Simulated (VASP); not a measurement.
Write the native input for VASP 6.6.1 that does the following.

- Task: relaxation of cell and atoms
- Functional: PBEsol
- Potentials or basis: VASP PAW PBE potentials, release 64 (Ti_sv, C)
- Cutoff: 520 eV
- k mesh: 16 × 16 × 16
- Occupations: gaussian, width 0.1 eV
- Spin: no spin polarisation
- Further INCAR settings: ALGO = Fast; EDIFF = 1e-07; IBRION = 2; EDIFFG = -0.002; NSW = 80; ISIF = 3

The structure of TiC lies in POSCAR:

```
TiC
1.0
    0.0000000000      2.1593000000      2.1593000000
    2.1593000000      0.0000000000      2.1593000000
    2.1593000000      2.1593000000      0.0000000000
Ti C
1 1
Direct
    0.0000000000      0.0000000000      0.0000000000
    0.5000000000      0.5000000000      0.5000000000
```

One way to write it, as run:

INCAR

```
ALGO     = Fast           # electronic algorithm
EDIFF    = 1E-7           # SCF threshold, eV
EDIFFG   = -0.002         # ionic threshold
ENCUT    = 520            # plane-wave cutoff, eV
GGA      = PS             # functional
IBRION   = 2              # ionic algorithm
ISIF     = 3              # what is computed and relaxed
ISMEAR   = 0              # smearing method
KPAR     = 4            
LASPH    = True           # aspherical terms in the spheres
LCHARG   = False          # write CHGCAR
LREAL    = False          # projectors in reciprocal space
LWAVE    = False          # write WAVECAR
NELM     = 100            # most SCF steps
NSW      = 80             # ionic steps
PREC     = Accurate       # precision mode
SIGMA    = 0.1            # smearing width, eV
```

KPOINTS

```
k-points
0
Gamma
  16 16 16
```

Potentials or basis: VASP PAW PBE potentials, release 64 (Ti_sv, C).

The run is started by

```bash
$ cat potpaw_PBE.64/Ti_sv/POTCAR potpaw_PBE.64/C/POTCAR > POTCAR
$ mpirun -np 4 vasp_std > vasp.out
```

It gave:

- Relaxed volume: 9.90 Å³/atom
- Relaxed cell: a = 3.037 Å, b = 3.037 Å, c = 3.037 Å, α = 60.00°, β = 60.00°, γ = 60.00°
- Space group after relaxing (to 0.05 Å): Fm-3m (No. 225)
- Energy gained by relaxing: 2.3 meV/atom
- Ionic steps: 3
- Pressure after relaxing: 0.0 GPa
- Band gap on the k mesh: none (metal or under the smearing width)

Caveat: the PAW data sets were made with another functional, which shifts forces and pressure a little.

Wall time 84 s on 4 MPI ranks on AMD EPYC 7R13 Processor (Zen 3), on a shared host, peak memory 0.14 GiB a rank.
